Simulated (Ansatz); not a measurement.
# CdSe under changes of volume

One of the cells (28.942 Å³/atom); the others are scaled copies at fixed shape and fractional positions:

```xyz
2
Lattice="0.0000 3.0703 3.0703 3.0703 0.0000 3.0703 3.0703 3.0703 0.0000" Properties=species:S:1:pos:R:3 pbc="T T T"
Cd    0.0000    0.0000    0.0000
Se    1.5351    1.5351    1.5351
```

Measurements of this composition are mostly on another form, of space group No. 186.

```yaml
Program: Ansatz 0.2.0
Functional: r2SCANh
Potentials_or_basis: Ansatz PAW
Cutoff: "500 eV (not typed: the program's choice for these potentials)"
k_mesh: 4 × 4 × 4
Occupations: fermi-dirac, width 0.05 eV
Spin: no spin polarisation
```

| volume (Å³/atom) | energy over the lowest point (meV/atom) | pressure (GPa) | gap on the mesh (eV) |
| --- | --- | --- | --- |
| 27.206 | 15.79 | 3.4 | 1.72 |
| 27.784 | 6.05 | 2.0 | 1.67 |
| 28.363 | ? | ? | ? |
| 28.942 | 0.00 | -0.3 | 1.57 |
| 29.521 | 2.82 | -1.3 | 1.52 |
| 30.100 | 8.94 | -2.1 | 1.47 |
| 30.679 | 18.03 | -2.9 | 1.43 |

Problem. What does the run at 28.363 Å³/atom give?

Solution. Energy over the lowest point 0.94 meV/atom; pressure 0.8 GPa; gap on the mesh 1.62 eV.

Worked out: A Birch-Murnaghan fit of order 3 (a polynomial in V^(-2/3)) to the other rows has its minimum at 28.79 Å³/atom with B0 = V·E''(V) = 53 GPa and B' = 4.6. It gives 0.94 meV/atom at 28.363 Å³/atom, against the run's 0.94, and -dE/dV = 0.8 GPa, against 0.8. A straight line through the other rows of the gap, of slope -2.44 eV per unit of ln V (its deformation potential), gives 1.62 eV, against the run's 1.62.

Energies are extrapolated to zero smearing.

Caveats: all runs use coarse meshes; the PAW data sets come from PBE, with cores solved anew for the run's functional, which leaves a small shift of forces and pressure; the thresholds are loose for stress.

Spin-orbit coupling on Cd, Se is left out.
